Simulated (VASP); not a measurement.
A run of VASP 6.6.1:

Contents of INCAR:

```
SYSTEM = FeSi
PREC = Accurate
ENCUT = 600
EDIFF = 1E-6
ISMEAR = 0
SIGMA = 0.03
LREAL = .False.
LASPH = .True.
NELM = 150
ALGO = Normal
ISIF = 3
LWAVE = .False.
LCHARG = .False.
ISPIN = 2
MAGMOM = 2.5 2.5 2.5 2.5 0 0 0 0
LORBIT = 11
LMAXMIX = 4
METAGGA = R2SCAN
LMIXTAU = .True.
IBRION = 2
NSW = 90
EDIFFG = -0.01
AMIX = 0.2
BMIX = 1E-4
AMIX_MAG = 0.8
BMIX_MAG = 1E-4
KPAR = 4
```

KPOINTS

```
regular mesh
0
Gamma
  8 8 8
  0 0 0
```

POSCAR

```
FeSi
1.0
    4.5507000000      0.0000000000      0.0000000000
    0.0000000000      4.5507000000      0.0000000000
    0.0000000000      0.0000000000      4.5507000000
Fe Si
4 4
Direct
    0.1365200000      0.1365200000      0.1365200000
    0.3634800000      0.8634800000      0.6365200000
    0.6365200000      0.3634800000      0.8634800000
    0.8634800000      0.6365200000      0.3634800000
    0.8424000000      0.8424000000      0.8424000000
    0.6576000000      0.1576000000      0.3424000000
    0.3424000000      0.6576000000      0.1576000000
    0.1576000000      0.3424000000      0.6576000000
```

Potentials or basis: VASP PAW PBE potentials, release 64 (Fe, Si).

Launch:

```sh
$ cat potpaw_PBE.64/Fe/POTCAR potpaw_PBE.64/Si/POTCAR > POTCAR
$ mpirun -np 4 vasp_std > vasp.out
```

Hardware: 4 MPI ranks on Intel(R) Xeon(R) Platinum 8375C CPU @ 2.90GHz (Ice Lake), on a shared host.

Q: How long does it take, and how much memory?

A: Run time: 17 min on 4 MPI ranks on Intel(R) Xeon(R) Platinum 8375C CPU @ 2.90GHz (Ice Lake), on a shared host, peak memory 0.44 GiB a rank. Counts: scf iterations 88, k points 45, ion steps 10.
